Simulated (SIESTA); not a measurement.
GaSb under changes of volume

One of the cells (24.120 Å³/atom); the others are scaled copies at fixed shape and fractional positions:

```xyz
2
Lattice="-2.7534 2.7534 1.5907 2.7534 -2.7534 1.5907 2.7534 2.7534 -1.5907" Properties=species:S:1:pos:R:3 pbc="T T T"
Sb    0.0000    0.0000    0.0000
Ga    0.0000    2.7534    0.7954
```

Measurements of this composition are mostly on another form, of space group No. 216.

```yaml
Program: SIESTA 5.4.2
Functional: PBEsol
Potentials_or_basis: PseudoDojo 0.4 standard (PBEsol files)
Basis: DZP (energy shift 0.003 Ry; two zetas on semicore shells)
Grid_cutoff: 800 Ry
Energy_shift: 0.003 Ry
k_mesh: 10 × 10 × 10
Occupations: fermi-dirac, width 0.05 eV
Spin: no spin polarisation
```

| volume (Å³/atom) | energy over the lowest point (meV/atom) | pressure (GPa) |
| --- | --- | --- |
| 22.672 | 1.24 | 1.1 |
| 23.155 | 0.00 | -0.3 |
| 23.637 | 2.67 | -1.5 |
| 24.120 | 8.65 | -2.5 |
| 24.602 | ? | ? |
| 25.084 | 29.14 | -4.2 |
| 25.567 | 42.94 | -4.9 |

Question: What does the run at 24.602 Å³/atom give?

Answer: Energy over the lowest point 17.54 meV/atom; pressure -3.4 GPa.

Worked out: A Birch-Murnaghan fit of order 3 (a polynomial in V^(-2/3)) to the other rows has its minimum at 23.06 Å³/atom with B0 = V·E''(V) = 63 GPa and B' = 5.3 at fixed shape and positions, which overstates the stiffness. It gives 17.61 meV/atom at 24.602 Å³/atom, against the run's 17.54, and -dE/dV = -3.4 GPa, against -3.4.

Energies are extrapolated to zero smearing.

Caveats: the basis of atomic orbitals isn't converged, which shifts pressures, moduli and gaps.
